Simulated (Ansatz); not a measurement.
# Gd under changes of volume

One of the cells (33.103 Å³/atom); the others are scaled copies at fixed shape and fractional positions:

```xyz
2
Lattice="3.6360 0.0000 0.0000 -1.8180 3.1489 0.0000 0.0000 0.0000 5.7826" Properties=species:S:1:pos:R:3 pbc="T T T"
Gd    1.8180    1.0496    4.3369
Gd    0.0000    2.0992    1.4457
```

- Program: Ansatz 0.2.0
- Functional: PBE
- Potentials or basis: Ansatz PAW
- Cutoff: 420 eV (not typed: the program's choice for these potentials)
- k mesh: 8 × 8 × 5
- Occupations: fermi-dirac, width 0.05 eV
- Spin: collinear spin, ferromagnetic start
- Starting moments: [7.0, 7.0] μB

```csv
volume (Å³/atom),energy over the lowest point (meV/atom),pressure (GPa),moment (μB per cell)
31.117,22.60,3.0,15.19
31.779,11.87,2.1,15.21
32.441,4.69,1.3,15.22
33.103,0.81,0.6,15.24
33.765,0.00,-0.1,15.25
34.427,?,?,?
35.090,6.60,-1.3,15.26
```

Q: What does the run at 34.427 Å³/atom give?

A: Energy over the lowest point 2.01 meV/atom; pressure -0.7 GPa; moment 15.25 μB per cell.

Worked out: A Birch-Murnaghan fit of order 3 (a polynomial in V^(-2/3)) to the other rows has its minimum at 33.62 Å³/atom with B0 = V·E''(V) = 35 GPa and B' = 3.0 at fixed shape and positions, which overstates the stiffness. It gives 1.99 meV/atom at 34.427 Å³/atom, against the run's 2.01, and -dE/dV = -0.8 GPa, against -0.7. A parabola through the other rows of the moment, of slope 0.00928 μB per Å³/atom there, gives 15.26 μB, against the run's 15.25.

Energies are extrapolated to zero smearing.
